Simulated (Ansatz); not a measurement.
Relaxing MnO₂

These are results of DFT r2SCAN+U, scalar-relativistic, plane waves, PAW in Ansatz 0.2.0, not measurements. Run with 500 eV cutoff, 8×8×12 k-mesh, Gaussian smearing of 0.10 eV, collinear spin, U_eff Mn 3.9 eV on d shells.

What was changed: relaxed at 3 GPa.

With moments and this functional the run may sit in a state above the lowest one.

Command:

```bash
ansatz run input.yaml --threads 1 --pin off --max-ram 2560MiB --backend cpu --events-out ev --progress --plain --runs-dir out
```

Input:

```yaml
crystal:
  lattice:
    - [4.3683559686, 0.0, 0.0]
    - [0.0, 4.3683559686, 0.0]
    - [0.0, 0.0, 2.8895626813]
  atoms:
    - { symbol: Mn, position: [0.0, 0.0, 0.0], spin: 3.1 }
    - { symbol: Mn, position: [0.5, 0.5, 0.5], spin: 3.1 }
    - { symbol: O, position: [0.3057942157, 0.3057942157, 0.0], spin: -0.12 }
    - { symbol: O, position: [0.1942057843, 0.8057942157, 0.5], spin: -0.12 }
    - { symbol: O, position: [0.6942057843, 0.6942057843, 0.0], spin: -0.12 }
    - { symbol: O, position: [0.8057942157, 0.1942057843, 0.5], spin: -0.12 }
basis:
  ecutwfc: 500
kpoints:
  mp_grid: { grid: [8, 8, 12] }
hamiltonian:
  xc: r2scan
  hubbard: { sites: [{ species: Mn, l: d, u_eff: 3.9 }] }
scf:
  occupations: { method: gaussian, width: 0.1 }
output:
  forces: true
  stress: true
  eigenvalues: true
  populations: true
magnetization:
  spin_polarized: true
relax:
  adjacent_minimum: "off"
  f_tol: 0.008
  max_steps: 50
  cell: { stress_tol: 0.08, p_target: 3.0 }
```

F is the free energy. Steps run on the plane waves of an earlier cell, but the last one, and at times one on the way, on a freshly chosen basis, so a repeated geometry can differ a little in energy. The relaxation lowers the enthalpy F + PV at the target pressure, so F itself can rise.

Steps:

| step | F − F(1) (eV) | largest force component (eV/Å) | V (Å³/atom) | P (GPa) |
| --- | --- | --- | --- | --- |
| 1 | 0.0000 | 0.069 | 9.190 | 6.52 |
| 2 | -0.0137 | 0.033 | 9.257 | 4.68 |
| 3 | -0.0224 | 0.004 | 9.318 | 3.09 |
| 4 | -0.0227 | 0.001 | 9.320 | 3.02 |
| 5 | -0.0235 | 0.001 | 9.320 | 3.02 |

Relaxed structure:

```cif
data_structure
_symmetry_space_group_name_H-M 'P 1'
_symmetry_Int_Tables_number 1
_cell_length_a 4.3874
_cell_length_b 4.3874
_cell_length_c 2.9052
_cell_angle_alpha 90.000
_cell_angle_beta 90.000
_cell_angle_gamma 90.000
_cell_volume 55.92
loop_
_atom_site_label
_atom_site_type_symbol
_atom_site_fract_x
_atom_site_fract_y
_atom_site_fract_z
_atom_site_occupancy
Mn1 Mn 0.00000 0.00000 0.00000 1
Mn2 Mn 0.50000 0.50000 0.50000 1
O1 O 0.30558 0.30558 0.00000 1
O2 O 0.19442 0.80558 0.50000 1
O3 O 0.69442 0.69442 0.00000 1
O4 O 0.80558 0.19442 0.50000 1
```

Symmetry: P4_2/mnm, No. 136, tetragonal system. Conventional cell: a = 4.387 Å, b = 4.387 Å, c = 2.905 Å, α = 90.00°, β = 90.00°, γ = 90.00°. Mn (site symmetry mmm) has 6 O at 1.89 to 1.90 Å as nearest neighbours. O (site symmetry m2m) is surrounded by 3 Mn at 1.89 to 1.90 Å.

The run converged. The run took 5.2 min on 1 thread of Arm Neoverse V2, with other jobs on the host, peak memory 0.93 GiB.